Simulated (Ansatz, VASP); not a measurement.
**C: VASP beside Ansatz**

Contents of POSCAR:

```
C
1.0
    2.4562499605      0.0000000000      0.0000000000
   -1.2281249803      2.1271748638      0.0000000000
    0.0000000000      0.0000000000     29.4918787000
C
12
Direct
    0.6666666700      0.3333333300      0.9983718000
    0.6666666700      0.3333333300      0.4983719100
    0.6666666700      0.3333333300      0.7327879500
    0.6666666700      0.3333333300      0.2327903300
    0.0000000000      0.0000000000      0.6158379900
    0.3333333300      0.6666666700      0.2327879500
    0.0000000000      0.0000000000      0.1158379900
    0.6666666700      0.3333333300      0.6158400100
    0.3333333300      0.6666666700      0.7327903300
    0.3333333300      0.6666666700      0.1158400100
    0.3333333300      0.6666666700      0.4983718000
    0.3333333300      0.6666666700      0.9983719100
```

File INCAR.step1:

```
PREC = Accurate
ENCUT = 520
ISMEAR = 0
SIGMA = 0.1
LREAL = F
LASPH = T
NELM = 80
NBANDS = 36
GGA = PE
ALGO = Normal
EDIFF = 1E-4
LWAVE = T
LCHARG = F
```

Contents of INCAR.step2:

```
PREC = Accurate
ENCUT = 520
EDIFF = 1E-6
ISMEAR = 0
SIGMA = 0.1
LREAL = F
LASPH = T
NELM = 80
ALGO = Normal
ISIF = 2
LWAVE = F
LCHARG = T
METAGGA = R2SCAN
LMIXTAU = T
LELF = T
LVHAR = T
NBANDS = 36
ISTART = 1
```

Contents of KPOINTS:

```
regular mesh
0
Gamma
  9 9 1
```

Input for Ansatz:

```yaml
crystal:
  lattice:
    - [2.4562499605, 0.0, 0.0]
    - [-1.2281249803, 2.1271748638, 0.0]
    - [0.0, 0.0, 29.4918787]
  atoms:
    - { symbol: C, position: [0.66666667, 0.33333333, 0.9983718] }
    - { symbol: C, position: [0.66666667, 0.33333333, 0.49837191] }
    - { symbol: C, position: [0.66666667, 0.33333333, 0.73278795] }
    - { symbol: C, position: [0.66666667, 0.33333333, 0.23279033] }
    - { symbol: C, position: [0.0, 0.0, 0.61583799] }
    - { symbol: C, position: [0.33333333, 0.66666667, 0.23278795] }
    - { symbol: C, position: [0.0, 0.0, 0.11583799] }
    - { symbol: C, position: [0.66666667, 0.33333333, 0.61584001] }
    - { symbol: C, position: [0.33333333, 0.66666667, 0.73279033] }
    - { symbol: C, position: [0.33333333, 0.66666667, 0.11584001] }
    - { symbol: C, position: [0.33333333, 0.66666667, 0.4983718] }
    - { symbol: C, position: [0.33333333, 0.66666667, 0.99837191] }
basis:
  ecutwfc: 500
kpoints:
  mp_grid: { grid: [9, 9, 1] }
hamiltonian:
  xc: r2scan
scf:
  occupations: { method: gaussian, width: 0.1 }
  lower_state_search: "off"
output:
  forces: true
  stress: true
  eigenvalues: true
```

Alike in both runs: task single point; functional r2SCAN; k mesh 9 × 9 × 1; occupations gaussian, width 0.1 eV; no spin polarisation.

|  | VASP | Ansatz |
| --- | --- | --- |
| version | VASP 6.6.1 | Ansatz 0.2.0 |
| potentials or method | VASP PAW PBE potentials, release 64 (C) | scalar-relativistic, plane waves, PAW |
| plane-wave cutoff (eV) | 520 | 500 |
| valence electrons in the cell | 48 | 48 |

```csv
,VASP,Ansatz,Ansatz less VASP
gap on the k mesh at the Fermi level (eV),0.01,0.01,0.000
least direct gap on the mesh (eV),0.01,0.01,0.000
rms of the force components (eV/Å),0.004,0.004,0.0000
```

Atom by atom the forces differ by 0.000 eV/Å (rms over components). With one functional, cell and mesh, what is left measures potentials, basis and numerics.

Caveats: the PAW data sets were made with another functional, which shifts forces and pressure a little (VASP).
